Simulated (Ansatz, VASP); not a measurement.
# LiF: VASP beside Ansatz

```
Li F
1.0
     3.18338    0.00000    0.00000
    -1.59169    2.75689    0.00000
     0.00000    0.00000    4.42274
Li F
2 2
Direct
  0.33333 0.66667 0.38115
  0.66667 0.33333 0.88115
  0.33333 0.66667 0.99384
  0.66667 0.33333 0.49384
```

Change from the starting cell: strain +0.040 along x and y, -0.080 along z, atoms carried along.

Alike in both runs: task single point; functional PBEsol; k mesh 9 × 9 × 6; occupations gaussian, width 0.05 eV; no spin polarisation.

|  | VASP | Ansatz |
| --- | --- | --- |
| version | VASP 6.6.1 | Ansatz 0.2.0 |
| potentials or method | VASP PAW PBE potentials, release 64 (Li_sv, F) | scalar-relativistic, plane waves, PAW |
| plane-wave cutoff (eV) | 520 | 420 |
| valence electrons in the cell | 20 | 20 |

|  | VASP | Ansatz | Ansatz less VASP |
| --- | --- | --- | --- |
| gap on the k mesh at the Fermi level (eV) | 7.64 | 7.65 | +0.014 |
| least direct gap on the mesh (eV) | 7.64 | 7.65 | +0.014 |
| rms of the force components (eV/Å) | 0.456 | 0.429 | -0.0277 |

Atom by atom the forces differ by 0.028 eV/Å (rms over components).

Caveats: the PAW data sets were made with another functional, which shifts forces and pressure a little (VASP); an odd mesh through Γ misses points on the zone boundary, where band edges often lie.
